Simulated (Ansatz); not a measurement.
## Be2C: computed DOS

```
Be C
1.0
     0.00000    2.16500    2.16500
     2.16500    0.00000    2.16500
     2.16500    2.16500    0.00000
Be C
2 1
Direct
  0.25000 0.25000 0.25000
  0.75000 0.75000 0.75000
  0.00000 0.00000 0.00000
```

The conventional cell has a = 4.330 Å, b = 4.330 Å, c = 4.330 Å, α = 90.00°, β = 90.00°, γ = 90.00°. Be (atom 1) has 4 C at 1.87 Å as nearest neighbours. C (atom 3) has 8 Be at 1.87 Å as nearest neighbours.

The cell comes from COD entry 9009053, which wasn't checked; take it as a given geometry.

Level of theory: Ansatz 0.2.0, DFT, LDA, all-electron LAPW, scalar-relativistic.

Sampling and basis: a Γ-centred 14×14×14 k mesh, Fermi–Dirac smearing of 0.08 eV, basis error target 0.5 meV/atom, no spin polarisation.

States per eV and cell, averaged over 0.6 eV, from -8.8 to 3.6 eV, with energies (bin centres) from the valence-band top; empty bins are left out. The partial columns, the largest 3 alone, are projections on Löwdin-orthogonalised atomic shells (those that the program's projection atoms carry: the occupied ones and, for some elements, an empty d or f shell; other empty shells have no column), summed over atoms of an element. Weights on diffuse s and p shells depend on that basis and aren't pure angular character.

| E (eV) | total | C 2p | Be 2s | C 2s |
| --- | --- | --- | --- | --- |
| -8.6 | 0.09 | 0.06 | 0.03 | 0.00 |
| -8.0 | 0.37 | 0.24 | 0.09 | 0.01 |
| -7.4 | 0.68 | 0.46 | 0.12 | 0.04 |
| -6.8 | 0.82 | 0.57 | 0.13 | 0.06 |
| -6.2 | 0.59 | 0.40 | 0.09 | 0.06 |
| -5.6 | 0.78 | 0.56 | 0.11 | 0.05 |
| -5.0 | 1.01 | 0.77 | 0.11 | 0.04 |
| -4.4 | 1.17 | 0.92 | 0.08 | 0.04 |
| -3.8 | 1.08 | 0.86 | 0.05 | 0.03 |
| -3.2 | 0.99 | 0.81 | 0.03 | 0.02 |
| -2.6 | 0.89 | 0.75 | 0.02 | 0.02 |
| -2.0 | 0.76 | 0.66 | 0.01 | 0.01 |
| -1.4 | 0.44 | 0.39 | 0.00 | 0.01 |
| -0.8 | 0.26 | 0.24 | 0.00 | 0.00 |
| -0.2 | 0.08 | 0.07 | 0.00 | 0.00 |
| 1.6 | 0.05 | 0.00 | 0.00 | 0.00 |
| 2.2 | 0.11 | 0.00 | 0.00 | 0.01 |
| 2.8 | 0.17 | 0.01 | 0.01 | 0.01 |
| 3.4 | 0.26 | 0.01 | 0.02 | 0.02 |

Problem. Which of the resolved shells contributes most in the top eV of the valence band?

Solution. C 2p, with 91 % of all states there; C 2s follows with 1 %.
